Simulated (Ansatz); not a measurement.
# ReS2 monolayer (2H): a soft mode frozen in, part 3 of 3

Which phase does ReS2 monolayer (2H) fall into along its unstable mode, and how much energy does it gain?

Ansatz 0.2.0; DFT PBE, scalar-relativistic, plane waves, PAW.

So far. Step 5 (Energy along the mode, all amplitudes (two of the runs …): The lowest of the steps tried is at 0.14 Å, 12.9 meV/atom below the parent; the bottom of the well need not coincide with a step. Step 7 (The new phase in its own primitive cell): The largest force component left is 0.40 meV/Å, within the tolerances set.

### Step 8. Modes of the new phase, k-mesh 12×6×1

A relaxed structure may still be a saddle point, so its zone-centre modes are computed. No field response is asked, since the mesh shows no gap.

Contents of input.yaml:

```yaml
crystal:
  lattice:
    - [3.0374646194, 0.0, 0.0]
    - [0.0, 5.7026939769, 0.0]
    - [0.0, 0.0, 30.0]
  atoms:
    - { symbol: Re, position: [1.0, 0.3796846846, 0.3333333333] }
    - { symbol: Re, position: [0.5, 0.8004980748, 0.3333333333] }
    - { symbol: S, position: [0.5, 0.1559866127, 0.3801725882] }
    - { symbol: S, position: [1.0, 0.6705886743, 0.3902520362] }
    - { symbol: S, position: [0.5, 0.1559866127, 0.2864940785] }
    - { symbol: S, position: [1.0, 0.6705886743, 0.2764146305] }
  periodic: [true, true, false]
kpoints:
  mp_grid: { grid: [12, 6, 1] }
hamiltonian:
  xc: pbe
scf:
  occupations: { method: methfessel_paxton, width: 0.15 }
output:
  eigenvalues: true
phonons:
  method: dfpt
```

The run is started by

```
ansatz run input.yaml --threads 8 --pin off --max-ram 14336MiB --backend cpu --events-out ev --progress --plain --runs-dir out
```

Numbers of over 12 decimals in the logs are rounded to 6 here.

What it wrote:

```text
zone centre: on kpoints.mp_grid the ground state, and the responses unless they are solved on pairs of k-points, stand on 28 of the mesh's 72 k-points, reduced under 2 symmetry operations, with k and −k counted as one. Each operation leaves every solved displacement unchanged or reverses it
[...]
Crystal: 6 atoms, lattice volume = 519.652 Å³
Basis set: ecut = 420 eV, 10097 PW (Γ), exchange–correlation on 48×80×432 points (8 copies of the dense FFT grid, shifted against one another)
Bands: 33, of which v1, the nominal top of the filled ones, is band 27 counted from 1 (26 counted from 0)
Symmetry: 4 space group operations
k-points: 28 of 72 (irreducible under 2 space group operations, time reversal used)
[...]
SCF iter   1: F=—  HF=-25346.570675 eV  |F-HF|=—  |Δ(HF+E_count)|=         —  Δρ=5.41e-3  dr2=1.61e-1  ethr=1.77e-3  ⟨swp⟩=15.5  Hψ=7223  notcnv=0
[...]
SCF iter  12: F=-25346.557453 eV  HF=-25346.557453 eV  |F-HF|=1.42e-10  |Δ(HF+E_count)|=   1.06e-9  S|Δr|=    0.00e0  Δρ=2.52e-8  dr2=2.53e-12  ethr=1.00e-12  ⟨swp⟩=20.0  Hψ=8138  notcnv=0
SCF 1 converged in 12 iterations: F = -25346.557453 eV  dr2 = 2.53e-12
[...]
DFPT response loops at Γ: preconditioner auto → none (partly filled bands, converged f_vac=0.766); β = 0.50; Broyden in place of MSR1
SCF converged after 12 iterations
[...]
Free energy (F): -25346.557453 eV
[...]
Internal energy: -25346.558098 eV  (E = F + TS)
E sigma→0 (E₀):  -25346.557614 eV
Entropy (-TS):   0.000645 eV (0.108 meV/atom)
Fermi energy:    -4.604780 eV
[...]
--- Band table (eV; the first three rows and the last of 28) ---
  k-point 0: bands = [... 23 lower, -7.0921, -6.7003, -6.5415, -4.9288, -3.9524, -3.4857, -3.2941, -3.2266, ... 2 higher]
  k-point 1: bands = [... 23 lower, -7.0176, -6.7962, -6.6784, -5.0921, -4.1208, -3.5598, -3.1888, -3.1353, ... 2 higher]
  k-point 2: bands = [... 23 lower, -7.0332, -7.0263, -6.9873, -5.5010, -4.3391, -3.5619, -3.1638, -2.7848, ... 2 higher]
  k-point 27: bands = [... 23 lower, -7.1047, -7.0207, -6.7999, -4.0917, -3.8879, -3.5029, -3.2463, -3.0173, ... 2 higher]
--- Phonons (Γ-DFPT): 12 representative perturbations + reference, on 28 of 72 k-points (Σ response iterations 67) ---
  k mesh reduced under 2 symmetry operations, with k and −k counted as one. Each operation leaves every solved displacement unchanged or reverses it
  ASR residual: 7.162e-5 → 0.000e0 eV/Å²; symmetrization residual: 1.044e-5 eV/Å²
  ASR residual per site (eV/Å²): 2.95e-5 6.36e-5 7.16e-5 5.57e-5 7.16e-5 5.57e-5
  Γ frequencies (cm⁻¹): 0.00 0.00 0.00 140.84 147.58 179.15 246.00 256.30 271.63 284.13 294.48 295.55 304.00 332.17 332.57 367.93 374.80 386.58
  non-analytic LO–TO correction: not included (Born effective charges unavailable; polar crystals: no LO–TO splitting at Γ)
```

Wall time 2 min (8 threads of Arm Neoverse V2, shared host); peak memory 2.5 GiB; 15 min of CPU time.

Numbers from this step:

| Quantity | Value |
| --- | --- |
| sum-rule residual before enforcement | 7.16e-5 eV/Å² |
| point group | mm2 |
| highest optical mode at the zone centre (no LO-TO term) | 386.6 cm⁻¹ |
| lowest optical zone-centre mode | 140.8 cm⁻¹ |

Patterns of degenerate modes are one choice out of their space. Modes at Γ, with each element's share of the kinetic energy:

| mode | frequency (cm⁻¹) | symmetry | Re % | S % |
| --- | --- | --- | --- | --- |
| 1 | 0.0 | acoustic | 74 | 26 |
| 2 | 0.0 | acoustic | 74 | 26 |
| 3 | 0.0 | acoustic | 74 | 26 |
| 4 | 140.8 | B2 | 72 | 28 |
| 5 | 147.6 | B1 | 75 | 25 |
| 6 | 179.2 | A1 | 87 | 13 |
| 7 | 246.0 | A2 | 0 | 100 |
| 8 | 256.3 | B2 | 12 | 88 |
| 9 | 271.6 | A2 | 0 | 100 |
| 10 | 284.1 | B1 | 24 | 76 |
| 11 | 294.5 | B2 | 7 | 93 |
| 12 | 295.6 | A1 | 17 | 83 |
| 13 | 304.0 | B1 | 26 | 74 |
| 14 | 332.2 | A1 | 8 | 92 |
| 15 | 332.6 | B2 | 14 | 86 |
| 16 | 367.9 | B2 | 20 | 80 |
| 17 | 374.8 | A1 | 6 | 94 |
| 18 | 386.6 | A1 | 8 | 92 |

Displacements in mode 4 (140.8 cm⁻¹), the largest set to 1:
```
Re1  0.00  0.00  0.79
Re2  0.00  0.00 -0.76
S3   0.00 -0.44  0.27
S4   0.00  1.00 -0.35
S5   0.00  0.44  0.27
S6   0.00 -1.00 -0.35
```

Displacements in mode 9 (271.6 cm⁻¹), the largest set to 1:
```
Re1  0.00  0.00  0.00
Re2  0.00  0.00  0.00
S3   0.24  0.00  0.00
S4  -1.00  0.00  0.00
S5  -0.24  0.00  0.00
S6   1.00  0.00  0.00
```

Before it was imposed, the acoustic sum rule was missed by 7.2e-5 eV/Å². Small misses are needed for a sound result but don't prove that mesh and cutoff are converged. The lowest optical mode is real, 141 cm⁻¹.

### Step 9. Outcome

```json
{
 "unstable mode of the parent": "q = (0, -0.5, 0), 128i cm⁻¹",
 "depth at the lowest point sampled": "12.9 meV/atom",
 "largest atomic shift at that point": "0.14 Å",
 "space group reached (within 0.01 Å)": "Pmm2",
 "energy gained over the parent (first relaxation, on the mesh of the frozen mode)": "92.6 meV/atom",
 "area per atom, phase reached": "2.89 Å²",
 "lowest optical zone-centre mode, phase reached": "141 cm⁻¹",
 "highest optical mode at the zone centre (no LO-TO term), phase reached": "387 cm⁻¹"
}
```

In words: Along this mode the structure falls into Pmm2, 92.6 meV/atom below the parent. At the parent's cell the well is 12.90 meV/atom deep on the steps tried, with its lowest point at a shift of 0.14 Å. Relaxing atoms and cell changes the gain by +79.72 meV/atom against the lowest step (energies at zero smearing). Most of the total comes from this relaxation. The new phase has no imaginary mode at the zone centre of its cell; other wavevectors were not checked. Of the 2 patterns followed to their end from this parent, this one reaches the lowest energy. Each path keeps the symmetry of its pattern, so a lower phase may lie along a pattern not tried. With no gap, or one that is small against the smearing, the frequencies hang on the k mesh and the smearing, most of all near Kohn anomalies. The phonon runs are without spin polarisation, although the cell has an odd electron count. In a sheet or slab the interpolated bending branch near Γ is rough, since the rotational sum rule isn't imposed. Spin-orbit coupling is left out, which can matter for the heavy elements here. A phonon run warned that its eigensolver left some bands unconverged in a pass. The starting cell was built on a prototype and not taken from a measurement.

[Logs are printed without paths, hosts, clocks, repeated set-up lines and the standing remarks that a program may print on its own settings, such as how far it seeks lower states.]

[Hosts, paths, dates, database ids (printed as entryN), source tags and the programs' standing remarks are cut or masked in the printed files.]
